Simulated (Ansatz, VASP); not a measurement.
# One calculation of KBr, two programs

The input INCAR:

```
PREC = Accurate
ENCUT = 520
EDIFF = 1E-6
ISMEAR = 0
SIGMA = 0.05
LREAL = False
LASPH = True
NELM = 80
ALGO = Normal
ISIF = 2
LWAVE = False
LCHARG = False
GGA = PE
NBANDS = 15
```

KPOINTS

```
regular mesh
0
Gamma
  6 6 6
```

POSCAR

```
KBr
1.0
    4.0458463876     -0.0966584461     -0.0966584461
   -0.0966584461      4.0458463876     -0.0966584461
   -0.0966584461     -0.0966584461      4.0458463876
K Br
1 1
Direct
    0.0000000000      0.0000000000      0.0000000000
    0.5000000000      0.5000000000      0.5000000000
```

Input for Ansatz:

```yaml
crystal:
  lattice:
    - [4.0458463876, -0.0966584461, -0.0966584461]
    - [-0.0966584461, 4.0458463876, -0.0966584461]
    - [-0.0966584461, -0.0966584461, 4.0458463876]
  atoms:
    - { symbol: K, position: [0.0, 0.0, 0.0] }
    - { symbol: Br, position: [0.5, 0.5, 0.5] }
basis:
  ecutwfc: 420
kpoints:
  mp_grid: { grid: [6, 6, 6] }
hamiltonian:
  xc: pbe
scf:
  occupations: { method: gaussian, width: 0.05 }
output:
  forces: true
  stress: true
  eigenvalues: true
```

Alike in both runs: task single point; functional PBE; k mesh 6 × 6 × 6; occupations gaussian, width 0.05 eV; no spin polarisation.

|  | VASP | Ansatz |
| --- | --- | --- |
| version | VASP 6.6.1 | Ansatz 0.2.0 |
| potentials or method | VASP PAW PBE potentials, release 64 (K_sv, Br) | scalar-relativistic, plane waves, PAW |
| plane-wave cutoff (eV) | 520 | 420 |
| valence electrons in the cell | 16 | 16 |

```csv
,VASP,Ansatz,Ansatz less VASP
gap on the k mesh at the Fermi level (eV),3.88,3.88,+0.002
least direct gap on the mesh (eV),4.10,4.10,+0.002
pressure (GPa),0.1,0.1,0.00
largest component of the traceless stress (GPa),0.28,0.28,-0.006
```

A k mesh can miss the band edges. Expect the measured gap to be larger: semilocal functionals such as PBE lack the derivative discontinuity.
